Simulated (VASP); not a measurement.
# LiCl: single point with PBE

The system is LiCl.

```xyz
2
Lattice="3.1606 0.0000 0.0000 0.0000 3.2711 0.0000 0.0000 0.0000 3.2711" Properties=species:S:1:pos:R:3 pbc="T T T"
Li    0.0000    0.0000    0.0000
Cl    1.5803    1.6356    1.6356
```

The cell was built by a generator and needn't be a form met in nature.

The cell isn't the ideal one: uniaxial_x strain -3.4%.

```
Program                : VASP 6.6.1
Task                   : single point
Functional             : PBE
Potentials or basis    : VASP PAW PBE potentials, release 64 (Li_sv, Cl)
Cutoff                 : 520 eV
k mesh                 : 8 × 8 × 8
Occupations            : fermi-dirac, width 0.02 eV
Spin                   : no spin polarisation
Dipole correction      : no
Further INCAR settings : ALGO = Normal; EDIFF = 1e-07; NBANDS = 12
```

* Band gap on the k mesh: 4.36 eV, indirect (least direct gap 4.87 eV)

Levels at points of the mesh, in eV from the valence-band top:
```tsv
k point	band 3	band 4	band 5	band 6	band 7	band 8
(0.00, 0.00, 0.00)	-1.19	-1.19	-0.77	4.36	8.27	8.64
(0.50, 0.00, 0.00)	-4.35	-0.62	-0.62	5.57	9.66	9.92
(0.00, 0.50, 0.00)	-4.33	-0.70	-0.33	5.78	9.49	9.75
(0.50, 0.50, 0.00)	-3.76	-3.61	-0.27	5.05	9.54	9.87
(0.00, 0.50, 0.50)	-3.74	-3.74	0.00	4.87	9.95	9.95
(0.50, 0.50, 0.50)	-2.92	-2.74	-2.74	4.85	4.94	4.94
```

It took 12 s on 1 thread of Intel(R) Xeon(R) 6975P-C (Granite Rapids) (shared host), peak memory 0.14 GiB.

 A k mesh can miss the band edges.
